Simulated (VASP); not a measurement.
# Hf: equation of state with PBE

The system is Hf.

```
CELL_PARAMETERS angstrom
3.19670 0.00000 0.00000
-1.59835 2.76842 0.00000
0.00000 0.00000 5.05780
ATOMIC_POSITIONS crystal
Hf 0.66667 0.33333 0.75000
Hf 0.33333 0.66667 0.25000
```

```yaml
Program: VASP 6.6.1
Task: equation of state
Functional: PBE
Potentials_or_basis: VASP PAW PBE potentials, release 64 (Hf_pv)
Cutoff: 520 eV
k_mesh: 10 × 10 × 5
Occupations: fermi-dirac, width 0.05 eV
Spin: no spin polarisation
Further_INCAR_settings: ALGO = Normal; EDIFF = 1e-07; NBANDS = 17
```

```json
{
 "Equilibrium volume": "22.42 Å³/atom",
 "Bulk modulus at fixed shape and positions": "108 GPa",
 "Pressure derivative of the bulk modulus": "3.5"
}
```

Energy against volume, from the lowest point:
```csv
volume (Å³/atom),energy (meV/atom)
21.037,31.43
21.485,13.90
21.933,3.63
22.380,0.00
22.828,2.45
23.276,10.45
23.723,23.51
```

All runs of the series together: 2.8 min on 1 thread of Intel(R) Xeon(R) Platinum 8488C (Sapphire Rapids) (shared host).

Caveat: the cell was scaled at fixed shape and fractional positions, which overstates the stiffness of a crystal with free parameters, most of all of layers and chains. Spin-orbit coupling is left out, which matters for the levels of Hf.
